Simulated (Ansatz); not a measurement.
# WS2: biaxial strain in the a-b plane

One table from this session's results is given with a row withheld; the runs are named, their logs left out.

Computed with Ansatz 0.2.0 (DFT PBEsol, scalar-relativistic, plane waves, PAW, unless a step's input says otherwise).

2 further runs of the same task are left out: 2 set aside as unsound or not needed.

## Starting point

Symmetry: R3m, No. 160, trigonal system. The conventional cell has a = 3.147 Å, b = 3.147 Å, c = 19.155 Å, α = 90.00°, β = 90.00°, γ = 120.00°. W (site symmetry 3m) has 6 S at 2.40 Å as nearest neighbours. Around S (site symmetry 3m) lie 3 W at 2.40 Å.

Coordinates:

```cif
data_structure
_symmetry_space_group_name_H-M 'P 1'
_symmetry_Int_Tables_number 1
_cell_length_a 3.1473
_cell_length_b 3.1473
_cell_length_c 19.1549
_cell_angle_alpha 90.000
_cell_angle_beta 90.000
_cell_angle_gamma 120.000
_cell_volume 164.32
loop_
_atom_site_label
_atom_site_type_symbol
_atom_site_fract_x
_atom_site_fract_y
_atom_site_fract_z
_atom_site_occupancy
W1 W 0.66667 0.33333 0.33266 1
W2 W 0.33333 0.66667 0.66599 1
W3 W 0.00000 0.00000 0.99933 1
S1 S 0.33333 0.66667 0.25085 1
S2 S 0.66667 0.33333 0.08112 1
S3 S 0.00000 0.00000 0.58419 1
S4 S 0.33333 0.66667 0.41445 1
S5 S 0.66667 0.33333 0.91752 1
S6 S 0.00000 0.00000 0.74778 1
```

It goes back to an entry of the Materials Project, which need not be the stable form.

The unstrained cell comes from an earlier run at this level (9 atoms, E(σ→0) -36087.2294 eV, gap 1.15 eV over the zone).

Set-up of the first run:

The input, input.yaml:

```yaml
crystal:
  lattice:
    - [3.1000694126, 0.0, 0.0]
    - [-1.5500347063, 2.6847388648, 0.0]
    - [0.0, 0.0, 19.3273433824]
  atoms:
    - { symbol: W, position: [0.6666666667, 0.3333333333, 0.3326615702] }
    - { symbol: W, position: [0.3333333333, 0.6666666667, 0.6659949035] }
    - { symbol: W, position: [0.0, 0.0, 0.9993282369] }
    - { symbol: S, position: [0.3333333333, 0.6666666667, 0.2508537506] }
    - { symbol: S, position: [0.6666666667, 0.3333333333, 0.0811180125] }
    - { symbol: S, position: [0.0, 0.0, 0.584187084] }
    - { symbol: S, position: [0.3333333333, 0.6666666667, 0.4144513458] }
    - { symbol: S, position: [0.6666666667, 0.3333333333, 0.9175204173] }
    - { symbol: S, position: [0.0, 0.0, 0.7477846792] }
basis:
  ecutwfc: 420
kpoints:
  mp_grid: { grid: [12, 12, 2] }
hamiltonian:
  xc: pbesol
scf:
  occupations: { method: gaussian, width: 0.02 }
output:
  forces: true
  stress: true
  eigenvalues: true
  write_density: true
  write_potential: true
  elf: true
  volumetric_format: npy
relax:
  adjacent_minimum: "off"
  f_tol: 0.008
  max_steps: 40
  cell: { stress_tol: 0.015, fix: [a, b, gamma] }
```

Started as:

```bash
ansatz run input.yaml --threads 1 --pin off --max-ram 2560MiB --backend cpu --events-out ev --progress --plain --runs-dir out
```

Among the steps run: The cell strained by -1.5 %; Band edges over the zone at -1.5 %; Strain +1.5 %; The gap over the whole zone at +1.5 %; Strain -3.0 %; The gap over the whole zone at -3.0 %; At +3.0 %; Band edges over the zone at +3.0 %; At -4.5 %; Seeking the band edges at -4.5 %; Strain +4.5 %; Seeking the band edges at +4.5 %.

One table of the session follows, with a row left open; its other results are not shown here.

Lengths are those of the vectors of the cell that was run; stresses in GPa:

```
strain (%)  ΔE (meV/atom)  a (Å)  b (Å)   c (Å)  gap (eV)
      -4.5           73.4  3.006  3.006  19.737      1.34
      -3.0           31.6  3.053  3.053  19.527      1.33
      -1.5              ?      ?      ?       ?         ?
      +0.0            0.0  3.147  3.147  19.155      1.15
      +1.5            7.2  3.194  3.194  18.932      1.02
      +3.0           27.9  3.242  3.242  18.737      0.68
      +4.5           61.1  3.289  3.289  18.548      0.39
```

Q: Estimate the row for strain (%) = -1.5 from the others.

Worked estimate for «ΔE (meV/atom)». A straight line through the neighbours (-3.0, 31.6) and (0.0, 0.0) gives 31.6 + (0.0 − 31.6) × (-1.5 + 3.0) / (0.0 + 3.0) = 15.8; a parabola fitted to 4 rows on both sides gives 7.6.

The run gave: ΔE (meV/atom): 7.7; a (Å): 3.100; b (Å): 3.100; c (Å): 19.330; gap (eV): 1.23. In «ΔE (meV/atom)» the line misses by +8.1 and the parabola by -0.1.

ΔE is over the unstrained cell. Stress in GPa, positive in compression, on the Cartesian axes of the input. Gaps are Kohn-Sham gaps over the whole zone.

To keep in mind: The gap runs from 1.34 eV at -4.5 % through 1.15 to 0.39 eV at +4.5 %. Layers here are held mostly by dispersion, which this level lacks, so their spacing and the stiffness across them are unreliable there.
